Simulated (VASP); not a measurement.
# MgO (Fm-3m) in VASP: notebook

One crystal, MgO, is run at these levels: PBEsol; tasks: relaxation of cell and atoms.

Everything below comes from runs of VASP 6.6.1. Logs are shortened: lines on timing, memory, paths and dates and some standing lists are left out, and cuts for length are marked.

**1. The crystal as given**

It takes space group Fm-3m (No. 225, cubic). Conventional cell: a = 4.217 Å, b = 4.217 Å, c = 4.217 Å, α = 90.00°, β = 90.00°, γ = 90.00°. Around Mg (site symmetry m-3m) lie 6 O at 2.11 Å. O (site symmetry m-3m) is surrounded by 6 Mg at 2.11 Å.

**2. Relaxation of cell and atoms, PBEsol**

Contents of INCAR:

```
SYSTEM = MgO
ALGO = Fast
EDIFF = 1E-7
EDIFFG = -0.002
ENCUT = 520
GGA = PS
IBRION = 2
ISIF = 3
ISMEAR = 0
KPAR = 4
LASPH = .TRUE.
LCHARG = .FALSE.
LREAL = .FALSE.
LWAVE = .FALSE.
NELM = 80
NSW = 80
PREC = Accurate
SIGMA = 0.02
```

Contents of KPOINTS:

```
k-points
0
G
  12 12 12
  0 0 0
```

Contents of POSCAR:

```
MgO
1.0
    0.0000000000      2.1085000000      2.1085000000
    2.1085000000      0.0000000000      2.1085000000
    2.1085000000      2.1085000000      0.0000000000
Mg O
1 1
Direct
    0.0000000000      0.0000000000      0.0000000000
    0.5000000000      0.5000000000      0.5000000000
```

Potentials or basis: VASP PAW PBE potentials, release 64 (Mg, O).

Run with:

```console
$ cat potpaw_PBE.64/Mg/POTCAR potpaw_PBE.64/O/POTCAR > POTCAR
$ mpirun -np 4 vasp_std > vasp.out
```

OUTCAR:

```text
SYSTEM = MgO
   EDIFF = 1E-7
   EDIFFG = -0.002
   ENCUT = 520
   GGA = PS
   IBRION = 2
   ISIF = 3
   ISMEAR = 0
   LASPH = .TRUE.
   LREAL = .FALSE.
   NELM = 80
   NSW = 80
   PREC = Accurate

 ion  position               nearest neighbor table
   1  0.000  0.000  0.000-   2 2.11   2 2.11   2 2.11   2 2.11   2 2.11   2 2.11
   2  0.500  0.500  0.500-   1 2.11   1 2.11   1 2.11   1 2.11   1 2.11   1 2.11

  LATTYP: Found a face centered cubic cell.
 ALAT       =     4.2170000000

  Lattice vectors:

 A1 = (   0.0000000000,   2.1085000000,   2.1085000000)
 A2 = (   2.1085000000,   0.0000000000,   2.1085000000)
 A3 = (   2.1085000000,   2.1085000000,   0.0000000000)

Analysis of symmetry for initial positions (statically):
=====================================================================
 Subroutine PRICEL returns:
 Original cell was already a primitive cell.

 Routine SETGRP: Setting up the symmetry group for a
 face centered cubic supercell.

 Subroutine GETGRP returns: Found 48 space group operations
 (whereof 48 operations were pure point group operations)
 out of a pool of 48 trial point group operations.

The static configuration has the point symmetry O_h .

Analysis of symmetry for dynamics (positions and initial velocities):
=====================================================================
 Subroutine PRICEL returns:
 Original cell was already a primitive cell.

 Routine SETGRP: Setting up the symmetry group for a
 face centered cubic supercell.

 Subroutine GETGRP returns: Found 48 space group operations
 (whereof 48 operations were pure point group operations)
 out of a pool of 48 trial point group operations.

The dynamic configuration has the point symmetry O_h .

 Subroutine INISYM returns: Found 48 space group operations
 (whereof 48 operations are pure point group operations),
 and found     1 'primitive' translations

----------------------------------------------------------------------------------------

                                     Primitive cell

  volume of cell :      18.7478

  direct lattice vectors                    reciprocal lattice vectors
     0.000000000  2.108500000  2.108500000    -0.237135404  0.237135404  0.237135404
     2.108500000  0.000000000  2.108500000     0.237135404 -0.237135404  0.237135404
     2.108500000  2.108500000  0.000000000     0.237135404  0.237135404 -0.237135404

  length of vectors
     2.981869296  2.981869296  2.981869296     0.410730569  0.410730569  0.410730569

  position of ions in fractional coordinates (direct lattice)
     0.000000000  0.000000000  0.000000000
     0.500000000  0.500000000  0.500000000

  ion indices of the primitive-cell ions
   primitive index   ion index
                 1           1
                 2           2

----------------------------------------------------------------------------------------

 KPOINTS: k-points

Automatic generation of k-mesh.
 Grid dimensions read from file:
 generate k-points for:   12   12   12

 Generating k-lattice:

  Cartesian coordinates                     Fractional coordinates (reciprocal lattice)
    -0.019761284  0.019761284  0.019761284     0.083333333  0.000000000  0.000000000
     0.019761284 -0.019761284  0.019761284     0.000000000  0.083333333  0.000000000
     0.019761284  0.019761284 -0.019761284     0.000000000  0.000000000  0.083333333

  Length of vectors
     0.034227547  0.034227547  0.034227547

  Shift w.r.t. Gamma in fractional coordinates (k-lattice)
     0.000000000  0.000000000  0.000000000

 Subroutine IBZKPT returns following result:
 ===========================================

 Found     72 irreducible k-points:

 Following reciprocal coordinates:
            Coordinates               Weight
  0.000000  0.000000  0.000000      1.000000
  0.083333  0.000000  0.000000      8.000000
  0.166667  0.000000  0.000000      8.000000
  0.250000  0.000000  0.000000      8.000000
  0.333333  0.000000  0.000000      8.000000
  0.416667  0.000000  0.000000      8.000000
[... 16 lines left out ...]
  0.500000  0.166667  0.000000     24.000000
 -0.416667  0.166667  0.000000     24.000000
 [... further k-points ...]
   k-points           NKPTS =     72   k-points in BZ     NKDIM =     72   number of bands    NBANDS=      8
   number of dos      NEDOS =    301   number of ions     NIONS =      2
   total plane-waves  NPLWV =  13824
   dimension x,y,z NGX =    24 NGY =   24 NGZ =   24
   dimension x,y,z NGXF=    48 NGYF=   48 NGZF=   48
   ions per type =               1   1
   NGX,Y,Z   is equivalent  to a cutoff of  13.38, 13.38, 13.38 a.u.
   NGXF,Y,Z  is equivalent  to a cutoff of  26.76, 26.76, 26.76 a.u.
 SYSTEM =  MgO
   PREC   = accura    normal or accurate (medium, high low for compatibility)
   ISTART =      0    job   : 0-new  1-cont  2-samecut
   ICHARG =      2    charge: 1-file 2-atom 10-const
   ISPIN  =      1    spin polarized calculation?
   LNONCOLLINEAR =      F non collinear calculations
   LSORBIT =      F    spin-orbit coupling
   LASPH  =      T    aspherical Exc in radial PAW
   ENCUT  =  520.0 eV  38.22 Ry    6.18 a.u.   5.54  5.54  5.54*2*pi/ulx,y,z
   NELM   =     80;   NELMIN=  2; NELMDL= -5     # of ELM steps
   EDIFF  = 0.1E-06   stopping-criterion for ELM
   LREAL  =      F    real-space projection
   EDIFFG = -.2E-02   stopping-criterion for IOM
   NSW    =     80    number of steps for IOM
   IBRION =      2    ionic relax: 0-MD 1-quasi-New 2-CG
   NFREE  =      1    steps in history (QN), initial steepest desc. (CG)
   ISIF   =      3    stress and relaxation
   ISYM   =      2    0-nonsym 1-usesym 2-fastsym
   POTIM  = 0.5000    time-step for ionic-motion
   TEBEG  =    0.0;   TEEND  =   0.0 temperature during run
   PSTRESS=    0.0 pullay stress
   NELECT =       8.0000    total number of electrons
   NUPDOWN=      -1.0000    fix difference up-down
   EMIN   =  10.00;   EMAX   =-10.00  energy-range for DOS
   EFERMI =   0.00;   METHOD = LEGACY
   ISMEAR =     0;   SIGMA  =   0.02  broadening in eV -4-tet -1-fermi 0-gaus
   EFERMI_NEDOS =   21; number of points for ismear=-14 and -15
   IALGO  =     68    algorithm
   IMIX   =      4    mixing-type and parameters
     AMIX     =   0.40;   BMIX     =  1.00
     AMIX_MAG =   1.60;   BMIX_MAG =  1.00
  volume/ion in A,a.u.               =       9.37        63.26
  Fermi-wavevector in a.u.,A,eV,Ry     =   1.232503  2.329092 20.668107  1.519063
  Thomas-Fermi vector in A             =   2.367270
   LORBIT       =      0    0 simple, 1 ext, 2 COOP (PROOUT), +10 PAW based schemes
   GGA     = PS    functional components
   LHFCALC =     F    Hartree Fock is set to
   AEXX    =    0.0000 exact exchange contribution
   IVDW    =     0    specifies the selected vdW correction
   LEPSILON=     F    determine dielectric tensor
   LRPA    =     F    only Hartree local field effects (RPA)
 conjugate gradient relaxation of ions
 non-spin polarized calculation
 RMM-DIIS sequential band-by-band and
 Gauss-broadening in eV      SIGMA  =   0.02
  energy-cutoff  :      520.00
  volume of cell :       18.75
 maximum number of plane-waves:       532
 NGX is ok and might be reduce to    24
   NGX = 11   NGY = 11   NGZ = 11

--------------------------------------- Ionic step        1  -------------------------------------------

 number of electron       8.0000005 magnetization

 Free energy of the ion-electron system (eV)
  ---------------------------------------------------
  ext. energy  EPLUGINS =         0.00000000
  ---------------------------------------------------
  free energy    TOTEN  =       -12.51235612 eV

  energy without entropy =      -12.51235612  energy(sigma->0) =      -12.51235612

------------------------ aborting loop because EDIFF is reached ----------------------------------------

  FORCE on cell =-STRESS in cart. coord.  units (eV):
  Direction    XX          YY          ZZ          XY          YZ          ZX
  --------------------------------------------------------------------------------------
  -------------------------------------------------------------------------------------
  Total       -0.0992352     -0.0992352     -0.0992352      0.0000000      0.0000000      0.0000000
  in kB       -8.4805808     -8.4805808     -8.4805808      0.0000000      0.0000000      0.0000000
  external PRESSURE =      -8.4805808 kB  Pullay stress =       0.0000000 kB
[... 57 lines left out ...]
  energy  without entropy=      -12.5125689121  energy(sigma->0) =      -12.51256891

--------------------------------------- Ionic step        3  -------------------------------------------

 number of electron       8.0000005 magnetization

 Free energy of the ion-electron system (eV)
  ---------------------------------------------------
  ext. energy  EPLUGINS =         0.00000000
  ---------------------------------------------------
  free energy    TOTEN  =       -12.51260684 eV

  energy without entropy =      -12.51260684  energy(sigma->0) =      -12.51260684

 E-fermi :   3.2613     XC(G=0): -11.3182

 val. band max:        3.0795868213   @ k =   0.0000   0.0000   0.0000
 cond. band min:       7.7294340808   @ k =   0.0000   0.0000   0.0000
 fundamental gap:      4.6498472595
 Fermi energy:         3.2612996662

 k-point     1 :       0.0000    0.0000    0.0000
  band No.  band energies     occupation
      1     -14.1347      2.00000
      2       3.0796      2.00000
      3       3.0796      2.00000
      4       3.0796      2.00000
      5       7.7294      0.00000
      6      18.7203      0.00000
      7      18.7203      0.00000
      8      18.7203      0.00000
[... 243 lines left out ...]
 k-point    24 :      -0.4167    0.1667    0.0000
  band No.  band energies     occupation
      1     -12.7276      2.00000
      2      -1.2003      2.00000
      3       1.4707      2.00000
      4       2.2842      2.00000
      5      11.9988      0.00000
      6      15.3400      0.00000
      7      17.1697      0.00000
      8      19.9120      0.00000

 [... further k-points ...]

------------------------ aborting loop because EDIFF is reached ----------------------------------------

  FORCE on cell =-STRESS in cart. coord.  units (eV):
  Direction    XX          YY          ZZ          XY          YZ          ZX
  --------------------------------------------------------------------------------------
  -------------------------------------------------------------------------------------
  Total       -0.0023880     -0.0023880     -0.0023880      0.0000000     -0.0000000      0.0000000
  in kB       -0.2051232     -0.2051232     -0.2051232      0.0000000     -0.0000000      0.0000000
  external PRESSURE =      -0.2051232 kB  Pullay stress =       0.0000000 kB
[... 17 lines left out ...]
  FREE ENERGIE OF THE ION-ELECTRON SYSTEM (eV)
  ---------------------------------------------------
  free  energy   TOTEN  =       -12.5126068405 eV

  energy  without entropy=      -12.5126068405  energy(sigma->0) =      -12.51260684

 reached required accuracy - stopping structural energy minimisation
```

Wall time 5.1 s (4 MPI ranks of Intel Xeon 6975P-C (Granite Rapids), shared host); peak memory 0.14 GiB.

Results:

```yaml
Free_energy: -12.5126 eV
Relaxed_volume: 9.33 Å³/atom
Relaxed_cell: a = 2.977 Å, b = 2.977 Å, c = 2.977 Å, α = 60.00°, β = 60.00°, γ = 60.00°
Space_group_after_relaxing_to_0.05_Å: Fm-3m (No. 225)
Energy_gained_by_relaxing: 0.1 meV/atom
Ionic_steps: 3
Pressure_after_relaxing: 0.0 GPa
Band_gap_on_the_k_mesh: 4.65 eV, direct
```

Step by step:
```tsv
step	energy change (eV)	largest force (eV/Å)	pressure (GPa)	volume (Å³)
1	0.0000	0.0000	-0.85	18.75
2	-0.0002	0.0000	0.33	18.61
3	-0.0003	0.0000	-0.02	18.65
```

Final structure:
```
Mg O
1.0
     0.00000    2.10490    2.10490
     2.10490    0.00000    2.10490
     2.10490    2.10490    0.00000
Mg O
1 1
Direct
  0.00000 0.00000 0.00000
  0.50000 0.50000 0.50000
```

Levels at points of the mesh, in eV from the valence-band top:
```csv
k point,band 1,band 2,band 3,band 4,band 5,band 6,band 7,band 8
"(0.00, 0.00, 0.00)",-17.21,0.00,0.00,0.00,4.65,15.64,15.64,15.64
"(0.50, 0.00, 0.00)",-15.90,-4.69,-0.67,-0.67,7.75,12.52,16.19,16.19
"(0.50, 0.50, 0.00)",-15.63,-4.15,-1.37,-1.37,8.92,9.89,12.99,18.87
```

Caveat: the PAW data sets were made with another functional, which shifts forces and pressure a little. A hybrid or GW would open this gap; PBEsol tends to underestimate it.

**3. Relaxation of cell and atoms, PBEsol**

This run uses another cell than the first one, of 9.33 Å³/atom, 0.995 times its volume.

INCAR is that of step 2.

KPOINTS is that of step 2.

Contents of POSCAR:

```
MgO                                     
1.0
    0.0000000000      2.1048952452      2.1048952452
    2.1048952452      0.0000000000      2.1048952452
    2.1048952452      2.1048952452      0.0000000000
  Mg              O             
     1     1
Direct
     0.0000000000000000    0.0000000000000000    0.0000000000000000
     0.5000000000000000    0.5000000000000000    0.5000000000000000
```

Potentials or basis: VASP PAW PBE potentials, release 64 (Mg, O).

Run with:

```console
$ cat potpaw_PBE.64/Mg/POTCAR potpaw_PBE.64/O/POTCAR > POTCAR
$ mpirun -np 4 vasp_std > vasp.out
```

OUTCAR:

```text
SYSTEM = MgO
   EDIFF = 1E-7
   EDIFFG = -0.002
   ENCUT = 520
   GGA = PS
   IBRION = 2
   ISIF = 3
   ISMEAR = 0
   LASPH = .TRUE.
   LREAL = .FALSE.
   NELM = 80
   NSW = 80
   PREC = Accurate

 ion  position               nearest neighbor table
   1  0.000  0.000  0.000-   2 2.10   2 2.10   2 2.10   2 2.10   2 2.10   2 2.10
   2  0.500  0.500  0.500-   1 2.10   1 2.10   1 2.10   1 2.10   1 2.10   1 2.10

  LATTYP: Found a face centered cubic cell.
 ALAT       =     4.2097904904

  Lattice vectors:

 A1 = (   0.0000000000,   2.1048952452,   2.1048952452)
 A2 = (   2.1048952452,   0.0000000000,   2.1048952452)
 A3 = (   2.1048952452,   2.1048952452,   0.0000000000)

Analysis of symmetry for initial positions (statically):
=====================================================================
 Subroutine PRICEL returns:
 Original cell was already a primitive cell.

 Routine SETGRP: Setting up the symmetry group for a
 face centered cubic supercell.

 Subroutine GETGRP returns: Found 48 space group operations
 (whereof 48 operations were pure point group operations)
 out of a pool of 48 trial point group operations.
[... 172 lines left out ...]
 Fermi energy:         3.2613992603

 k-point     1 :       0.0000    0.0000    0.0000
  band No.  band energies     occupation
      1     -14.1346      2.00000
      2       3.0798      2.00000
      3       3.0798      2.00000
      4       3.0798      2.00000
      5       7.7295      0.00000
      6      18.7203      0.00000
      7      18.7203      0.00000
      8      18.7203      0.00000
[... 243 lines left out ...]
 k-point    24 :      -0.4167    0.1667    0.0000
  band No.  band energies     occupation
      1     -12.7274      2.00000
      2      -1.2002      2.00000
      3       1.4709      2.00000
      4       2.2844      2.00000
      5      11.9989      0.00000
      6      15.3401      0.00000
      7      17.1697      0.00000
      8      19.9120      0.00000

 [... further k-points ...]

------------------------ aborting loop because EDIFF is reached ----------------------------------------

  FORCE on cell =-STRESS in cart. coord.  units (eV):
  Direction    XX          YY          ZZ          XY          YZ          ZX
  --------------------------------------------------------------------------------------
  -------------------------------------------------------------------------------------
  Total       -0.0034897     -0.0034897     -0.0034897      0.0000000      0.0000000      0.0000000
  in kB       -0.2997622     -0.2997622     -0.2997622      0.0000000      0.0000000      0.0000000
  external PRESSURE =      -0.2997622 kB  Pullay stress =       0.0000000 kB

 VOLUME and BASIS-vectors are now :
 -----------------------------------------------------------------------------
  energy-cutoff  :      520.00
  volume of cell :       18.65
      direct lattice vectors                 reciprocal lattice vectors
     0.000000000  2.104895245  2.104895245    -0.237541512  0.237541512  0.237541512
     2.104895245  0.000000000  2.104895245     0.237541512 -0.237541512  0.237541512
     2.104895245  2.104895245  0.000000000     0.237541512  0.237541512 -0.237541512

 POSITION                                       TOTAL-FORCE (eV/Angst)
 -----------------------------------------------------------------------------------
      0.00000      0.00000      0.00000        -0.000000     -0.000000      0.000000
      2.10490      2.10490      2.10490         0.000000      0.000000      0.000000
 -----------------------------------------------------------------------------------
    total drift:                               -0.000000     -0.000000      0.000000

  FREE ENERGIE OF THE ION-ELECTRON SYSTEM (eV)
  ---------------------------------------------------
  free  energy   TOTEN  =       -12.5124851317 eV

  energy  without entropy=      -12.5124851317  energy(sigma->0) =      -12.51248513

 reached required accuracy - stopping structural energy minimisation
```

OSZICAR:

```text
N       E                     dE             d eps       ncg     rms          rms(c)
DAV:   1     0.102508182176E+02    0.10251E+02   -0.47783E+03  1384   0.878E+02
DAV:   2    -0.136283153096E+02   -0.23879E+02   -0.23064E+02  1480   0.134E+02
DAV:   3    -0.138980739648E+02   -0.26976E+00   -0.26976E+00  1400   0.164E+01
DAV:   4    -0.138985237984E+02   -0.44983E-03   -0.44983E-03  1608   0.639E-01
DAV:   5    -0.138985241771E+02   -0.37873E-06   -0.37873E-06  1480   0.121E-02    0.667E+00
RMM:   6    -0.125423108751E+02    0.13562E+01   -0.31184E+00  1152   0.150E+01    0.206E+00
RMM:   7    -0.125265395041E+02    0.15771E-01   -0.79039E-02  1152   0.256E+00    0.136E+00
RMM:   8    -0.125156509680E+02    0.10889E-01   -0.36208E-02  1152   0.273E+00    0.370E-01
RMM:   9    -0.125130894580E+02    0.25615E-02   -0.19684E-03  1152   0.468E-01    0.210E-01
RMM:  10    -0.125124476200E+02    0.64184E-03   -0.24388E-03  1152   0.430E-01    0.307E-02
RMM:  11    -0.125125195641E+02   -0.71944E-04   -0.31324E-04  1152   0.168E-01    0.416E-02
RMM:  12    -0.125124966115E+02    0.22953E-04   -0.18220E-05  1152   0.438E-02    0.246E-02
RMM:  13    -0.125124859575E+02    0.10654E-04   -0.50559E-05  1152   0.636E-02    0.395E-03
RMM:  14    -0.125124851841E+02    0.77347E-06   -0.13322E-06  1147   0.119E-02    0.211E-03
RMM:  15    -0.125124851317E+02    0.52328E-07   -0.57853E-07  1053   0.690E-03
   1 F= -.12512485E+02 E0= -.12512485E+02  d E =-.125125E+02
```

It took 2.5 s on 4 MPI ranks of Intel Xeon 6975P-C (Granite Rapids), shared host; peak memory 0.13 GiB.

Results:

```yaml
Free_energy: -12.5125 eV
Pressure_after_relaxing: 0.0 GPa
Band_gap_on_the_k_mesh: 4.65 eV, direct
```

Final structure:
```xyz
2
Lattice="0.0000 2.1049 2.1049 2.1049 0.0000 2.1049 2.1049 2.1049 0.0000" Properties=species:S:1:pos:R:3 pbc="T T T"
Mg    0.0000    0.0000    0.0000
O     2.1049    2.1049    2.1049
```

Caveat: the relaxation stopped at its first step, so nothing moved; the PAW data sets were made with another functional, which shifts forces and pressure a little.
